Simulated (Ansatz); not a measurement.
Contact densities of CdTe against volume

```yaml
crystal:
  lattice:
    - [3.06529, -3.09461, 0.00000]
    - [3.06529, 3.09461, 0.00000]
    - [0.00000, 0.00000, 6.09065]
  atoms:
    - { symbol: Cd, position: [0.27703, 0.72297, 0.75000] }
    - { symbol: Cd, position: [0.72297, 0.27703, 0.25000] }
    - { symbol: Te, position: [0.76614, 0.23386, 0.75000] }
    - { symbol: Te, position: [0.23386, 0.76614, 0.25000] }
```

Atom numbers follow the list: Cd1, Cd2, Te3, Te4.

Conventional cell: a = 6.131 Å, b = 6.189 Å, c = 6.091 Å, α = 90.00°, β = 90.00°, γ = 90.00°. Cd (atom 1) has 6 Te at 3.03 to 3.16 Å as nearest neighbours. Around Te (atom 3) lie 6 Cd at 3.03 to 3.16 Å.

The cell is the one relaxed in the Materials Project (mp-1066480), not relaxed further here; entries there can be hypothetical.

No spin–orbit coupling, which matters for the heavy atoms here.

Level of theory: Ansatz 0.2.0, DFT, PBEsol, all-electron PAW with datasets made for the crystal, scalar-relativistic.

Settings: a Γ-centred 9×9×6 k mesh, Fermi–Dirac smearing of 0.05 eV, cutoff 240 eV (chosen by the program for this cell), no spin polarisation.

The contact density is the mean electron density over the nuclear volume; its changes set Mössbauer isomer shifts. Changes below are taken from the unscaled cell, where it is 1.03436e+06 e/Å³ at Cd1, 1.46649e+06 e/Å³ at Te3.

```csv
V/V(cell),P (GPa),Δρ(0) Cd1 (e/Å³),Δρ(0) Te3 (e/Å³)
0.9400,-0.3,1.86,-2.30
0.9600,-1.4,1.13,-1.53
0.9800,-2.4,0.51,-0.76
0.9900,-2.8,?,-0.38
1.0000,-3.2,0.00,0.00
1.0100,-3.6,-0.22,0.38
1.0200,-4.0,?,0.77
1.0400,-4.6,-0.67,?
1.0600,-5.2,-0.87,2.49
```

Give the missing entry: row "0.9900", column "Δρ(0) Cd1 (e/Å³)".

0.24.

What belongs in the row "1.0200", column "Δρ(0) Cd1 (e/Å³)"?

-0.41.

Fill in "Δρ(0) Te3 (e/Å³)" for the row "1.0400".

1.64.

The datasets are made afresh for each cell, so very small changes are uncertain. Scalar relativity leaves out the p1/2 density at heavy nuclei.
